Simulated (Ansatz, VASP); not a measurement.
WC: VASP beside Ansatz

```
W C
1.0
     2.95739    0.00000    0.00000
    -1.47869    2.56117    0.00000
     0.00000    0.00000    2.88448
W C
1 1
Direct
  0.00000 0.00000 0.00000
  0.66667 0.33333 0.50000
```

Change from the starting cell: volume scaled by 1.06.

Alike in both runs: task single point; functional PBEsol; k mesh 13 × 13 × 12; occupations fermi-dirac, width 0.05 eV; no spin polarisation.

|  | VASP | Ansatz |
| --- | --- | --- |
| version | VASP 6.6.1 | Ansatz 0.2.0 |
| potentials or method | VASP PAW PBE potentials, release 64 (W_sv, C), cutoff 520 eV | all-electron LAPW, scalar-relativistic |

|  | VASP | Ansatz | Ansatz less VASP |
| --- | --- | --- | --- |
| pressure (GPa) | -20.8 | -21.6 | -0.84 |
| largest component of the traceless stress (GPa) | 2.20 | 2.40 | +0.196 |

Ansatz ran all-electron here, so the differences hold the error of VASP's frozen core and of both bases.

Caveats: so large a pressure means that the cell lies far from this level's equilibrium, or that cutoff or potentials fall short (VASP); the potentials were made for another functional, which shifts forces and pressure (VASP). The runs have no spin-orbit coupling, so splittings on W are missing.
